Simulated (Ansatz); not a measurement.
# HfS2: a jump of H

Level of theory: DFT PBE+D3(BJ), scalar-relativistic, plane waves, PAW in Ansatz. Settings: 420 eV cutoff, 3×3×3 k-mesh, Gaussian smearing of 0.02 eV, collinear spin.

Host crystal, relaxed:

```xyz
3
Lattice="3.6059 0.0000 0.0000 -1.8029 3.1228 0.0000 0.0000 0.0000 5.7704" Properties=species:S:1:pos:R:3 pbc="T T T"
Hf    0.0000    0.0000    0.0000
S     1.8029    1.0409    4.3140
S     0.0000    2.0818    1.4564
```

In a supercell of 12 host sites, interstitial H hops to an equivalent place, moving 2.01 Å between the relaxed ends. Climbing-image nudged elastic band at fixed cell with images 0 (start) to 6 (end), the path measured over all atoms, converged to 0.05 eV/Å; the order of the saddle wasn't checked, and the small cell leaves errors of about a tenth of an eV. Zero-point motion and tunnelling, which matter for H, are left out.

Supercell rows in host cell vectors: 1 0 1; 1 0 -1; 0 2 0. H was set at (0.312, 0.625, 0.625) of the host cell.

At the relaxed start H has 1 S at 1.37 Å, 1 S at 2.54 Å, 1 S at 2.56 Å, 1 S at 2.62 Å.

With moments and this functional the run may sit in a state above the lowest one. Spin-orbit coupling is left out, which matters for the bands and energies of heavy elements. The starting moments weren't kept.

(1) What barrier does the band give, and what surrounds the atom at the top?

Answers

(1) 0.10 eV at image 3, where H has 2 S at 1.66 Å, 2 S at 3.06 Å, 2 S at 3.10 Å.

Cost: 1 run of about 64 core-minutes, on AMD EPYC 7B13 (Zen 3) (shared hosts).